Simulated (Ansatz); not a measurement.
Crystal: EuO.

```
Eu O
1.0
     0.00000    2.57195    2.57195
     2.57195    0.00000    2.57195
     2.57195    2.57195    0.00000
Eu O
1 1
Direct
  0.00000 0.00000 0.00000
  0.50000 0.50000 0.50000
```

Program: Ansatz 0.2.0. Alike in all runs: potentials or basis Ansatz PAW; spin collinear, ferromagnetic start; cell as given.

Question: Order these runs on this cell by their band gap on the k mesh, lowest first.
A. level r2SCAN50; k mesh 5 × 5 × 5; cutoff (eV) 500; smearing fermi-dirac 0.05 eV; points for each segment of the path 4; mesh quality coarse
B. level PBE; k mesh 9 × 9 × 9; cutoff (eV) 420; smearing gaussian 0.029 eV; mesh quality not flagged
C. level HF; k mesh 5 × 5 × 5; cutoff (eV) 420; smearing fermi-dirac 0.05 eV; points for each segment of the path 4; mesh quality coarse

Answer: B (metal), A (4.64 eV), C (10.80 eV).

Caveats: some runs use coarse meshes; spin-orbit coupling is left out, which moves the levels of the heavy elements; a cell with one magnetic atom can't hold antiferromagnetic order, which such compounds often take; the magnetic or orbital state may not be the lowest (some runs); the k mesh misses the band edges, so the gap on the mesh is wider than the one along the path (some runs); without U or exact exchange the open f shell lies at the Fermi level, which spoils levels, moments and volumes (some runs).
